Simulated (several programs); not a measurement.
# What each method gives for GaP (F-43m)

Measured values to be reproduced:
- bulk modulus: 87.5 GPa (zero-pressure bulk modulus, 3rd-order Birch-Murnaghan fit with K' fixed at 4.5; “Phosphorous dimerization in GaP at high pressure”; Equation-of-state fit to 14 points with K' fixed at the literature value 4.5; 2017; arxiv:1709.06667)
- volume: 20.24 Å³ an atom (from the lattice constants; cubic lattice parameter, reported bulk value; “Selective Growth of GaP Crystals on CMOS-Compatible Si Nanotip Wafers by Gas Source Molecular Beam Epitaxy”; Reported bulk literature value quoted for comparison; no source, method or temperature given; 2024; pmc:10995952)

A 2-atom cell of GaP started from a crystallographic database, relaxed with r2SCAN in Ansatz, was computed with several methods. It is cubic, F-43m (No. 216); conventional cell a = 5.451 Å, 20.24 Å³ an atom. Around Ga lie 4 P at 2.36 Å; around P lie 4 Ga at 2.36 Å. The values are computed, spin-unpolarised.

```yaml
crystal:
  lattice:
    - [0.00000, 2.72541, 2.72541]
    - [2.72541, 0.00000, 2.72541]
    - [2.72541, 2.72541, 0.00000]
  atoms:
    - { symbol: Ga, position: [0.00000, 0.00000, 0.00000] }
    - { symbol: P, position: [0.25000, 0.25000, 0.25000] }
```

Gaps and times are for a single point on this cell; volume and bulk modulus come from each method's own relaxation or energy curve at fixed shape. Times are rough, from shared hosts (Arm Neoverse V2; NVIDIA H100 80GB HBM3), and each method has its own mesh and cell size. PM6 (MOPAC), PM7 (MOPAC), GFN1-xTB (tblite), GFN2-xTB (tblite) treat a cluster of cells at its zone centre, which samples few k points: where these miss a band edge, the gap comes out too large for that reason alone. Gaps from k meshes are read at a limited set of points (mesh, symmetry points, PBE's band edges), so each method's own least gap may be somewhat smaller. xTB and the PM methods were fitted mostly to molecules, and can miss a solid's gap by electronvolts. Minimal bases can be far off for gaps. Times of the plane-wave ladder aren't listed, since it ran on unlike processors and cards. GLLB-SC's gap includes the derivative discontinuity. G0W0 is at finite bands, cutoff and mesh. d marks a direct gap, i an indirect one (no mark: not told apart), a dash a value that wasn't computed or didn't pass its checks.

| method | kind | gap (eV) | own volume (Å³/atom) | bulk modulus (GPa) | atoms computed | processor time |
| --- | --- | --- | --- | --- | --- | --- |
| PBEsol | semilocal | – | 20.11 | – | 2 | – |
| light PBE (260 eV and a coarse mesh) | light plane-wave | 1.58 i | – | – | 2 | 0.66 s |
| PBE | semilocal | 1.59 i | 20.85 | 77 | 2 | – |
| LDA | semilocal | 1.44 i | 19.59 | – | 2 | – |
| PBE/single zeta (GPAW) | small basis | 1.83 d | – | – | 2 | 4.1 s |
| r2SCAN | semilocal | 1.84 i | 20.24 | 88 | 2 | – |
| GLLB-SC (GPAW) | model potential | 2.53 | – | – | 2 | 4.7 s |
| GFN2-xTB (tblite) | tight binding | 3.11 | – | – | cluster | 4.9 s |
| GFN1-xTB (tblite) | tight binding | 0.87 | – | – | cluster | 5 s |
| PBE/SZV (CP2K) | small basis | 2.16 d | 21.84 | 78 | 2 | 5.1 s |
| PM7 (MOPAC) | semi-empirical | 6.27 | – | – | cluster | 5.5 s |
| PM6 (MOPAC) | semi-empirical | 6.30 | – | – | cluster | 6.7 s |
| PBE+SOC | semilocal | 1.56 i | – | – | 2 | – |
| PBE/DZVP (CP2K) | small basis | 1.61 i | 21.00 | 77 | 2 | 18 s |
| G0W0@LDA (140 eV screening cutoff) | many-body | 2.02 | – | – | 2 | – |
| LC-ωPBE | hybrid | 6.60 i | – | – | 2 | – |
| PBE0 | hybrid | 2.93 i | – | – | 2 | – |
| HSE06 | hybrid | 2.26 i | 20.41 | – | 2 | – |
| DDH-PBE0 | hybrid | 2.09 i | – | – | 2 | – |
| Hartree-Fock | exact exchange | 7.60 i | – | – | 2 | – |
| HSE06+SOC | hybrid | 2.25 i | – | – | 2 | – |
| G0W0@PBE (260 eV screening cutoff) | many-body | 2.15 | – | – | 2 | – |
| G0W0@PBE0 (180 eV screening cutoff) | many-body | 2.61 | – | – | 2 | – |
| G0W0@r2SCAN (180 eV screening cutoff) | many-body | 2.28 | – | – | 2 | – |
| G0W0@HSE06 (180 eV screening cutoff) | many-body | 2.45 | – | – | 2 | – |

Against HSE06 (2.26 eV) and with closed or daggered gaps left aside, the nearest gap at the points sampled is that of HSE06+SOC (-0.01 eV) and the farthest that of Hartree-Fock (+5.34 eV). HSE06 is only a yardstick of convenience, and nearness to it can be luck.

Volumes against r2SCAN's: PBEsol -0.7 %, PBE +3.0 %, LDA -3.2 %, PBE/SZV (CP2K) +7.9 %, PBE/DZVP (CP2K) +3.7 %, HSE06 +0.8 %.

Comparison with experiment:
- Bulk modulus, measured 87.5 GPa: PBE -11.9 %, r2SCAN +0.5 %, PBE/SZV (CP2K) -11.1 %, PBE/DZVP (CP2K) -11.7 %.
- Volume, measured 20.24 Å³ an atom: PBEsol -0.7 %, PBE +3.0 %, LDA -3.2 %, r2SCAN 0.0 %, PBE/SZV (CP2K) +7.9 %, PBE/DZVP (CP2K) +3.7 %, HSE06 +0.8 %.
The calculations are for a static lattice; samples hold vibrations, temperature and, in optical gaps, excitons. A measured value is shown where most reports agree with it, and only for the quantities listed.

Only the rows marked +SOC include spin-orbit coupling.
